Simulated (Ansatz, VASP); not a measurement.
Given: the input of a run of Ansatz 0.2.0 on WS2 (Tungstenite).

The input input.yaml:

```yaml
crystal:
  lattice:
    - [3.18, 0.0, 0.0]
    - [-1.59, 2.753960784, 0.0]
    - [0.0, 0.0, 12.5]
  atoms:
    - { symbol: W, position: [0.670413, 0.332132, 0.748511] }
    - { symbol: W, position: [0.351526, 0.676113, 0.248159] }
    - { symbol: S, position: [0.650548, 0.328846, 0.370564] }
    - { symbol: S, position: [0.332383, 0.665762, 0.869796] }
    - { symbol: S, position: [0.683593, 0.340496, 0.122155] }
    - { symbol: S, position: [0.352736, 0.675784, 0.626421] }
hamiltonian:
  xc: pbesol
  pseudopotentials: { kind: paw }
kpoints:
  mp_grid: { grid: [10, 10, 3] }
scf:
  occupations: { method: fermi_dirac, width: 0.05 }
output:
  forces: true
  stress: true
  eigenvalues: true
```

Potentials or basis: Ansatz PAW.

Launch:

```sh
$ ansatz run input.yaml --threads 1 --pin off --max-ram 3584MiB --backend cpu --events-out ev --progress --plain --runs-dir out
```

**Question.** Set up the same calculation for VASP 6.6.1. Potentials there: VASP PAW PBE potentials, release 64 (W_sv, S).

**Answer.** As run (the cutoff follows the program's own potentials):

INCAR

```
SYSTEM = WS2
PREC     = Accurate       ! precision mode
ENCUT    = 520            ! plane-wave cutoff, eV
EDIFF    = 1E-7           ! SCF threshold, eV
ISMEAR   = -1             ! smearing method
SIGMA    = 0.05           ! smearing width, eV
LREAL    = .FALSE.        ! projectors in reciprocal space
LASPH    = .TRUE.         ! aspherical terms in the spheres
NELM     = 60             ! most SCF steps
ALGO     = Normal         ! electronic algorithm
ISIF     = 2              ! what is computed and relaxed
LWAVE    = .FALSE.        ! write WAVECAR
LCHARG   = .FALSE.        ! write CHGCAR
GGA      = PS             ! functional
NBANDS   = 35             ! bands
KPAR     = 2
```

Contents of KPOINTS:

```
Automatic mesh
0
G
  10 10 3
  0 0 0
```

POSCAR

```
WS2
1.0
    3.1800000000      0.0000000000      0.0000000000
   -1.5900000000      2.7539607840      0.0000000000
    0.0000000000      0.0000000000     12.5000000000
W S
2 4
Direct
    0.6704130000      0.3321320000      0.7485110000
    0.3515260000      0.6761130000      0.2481590000
    0.6505480000      0.3288460000      0.3705640000
    0.3323830000      0.6657620000      0.8697960000
    0.6835930000      0.3404960000      0.1221550000
    0.3527360000      0.6757840000      0.6264210000
```

Potentials or basis: VASP PAW PBE potentials, release 64 (W_sv, S).

Launch:

```console
$ cat potpaw_PBE.64/W_sv/POTCAR potpaw_PBE.64/S/POTCAR > POTCAR
$ mpirun -np 2 vasp_std > vasp.out
```

Both were run:

|  | VASP | Ansatz | Ansatz less VASP |
| --- | --- | --- | --- |
| gap on the k mesh at the Fermi level (eV) | 1.08 | 1.06 | -0.017 |
| least direct gap on the mesh (eV) | 1.90 | 1.89 | -0.014 |
| pressure (GPa) | 0.4 | 0.2 | -0.11 |
| largest component of the traceless stress (GPa) | 3.68 | 3.66 | -0.022 |
| rms of the force components (eV/Å) | 0.513 | 0.508 | -0.0047 |

Atom by atom the forces differ by 0.010 eV/Å (rms over components). The functional is the same, so the differences come from potentials, cutoffs and numerics.

Caveats: spin-orbit coupling is left out, which moves the levels of the heavy elements; the PAW data sets were made with another functional, which shifts forces and pressure a little (VASP); an odd mesh through Γ misses points on the zone boundary, where band edges often lie (VASP); odd divisions of the mesh miss points on the zone boundary, where band edges often lie, so the gap on the mesh can be too wide (Ansatz); the PAW data sets come from PBE, with cores solved anew for the run's functional, which leaves a small shift of forces and pressure (Ansatz).
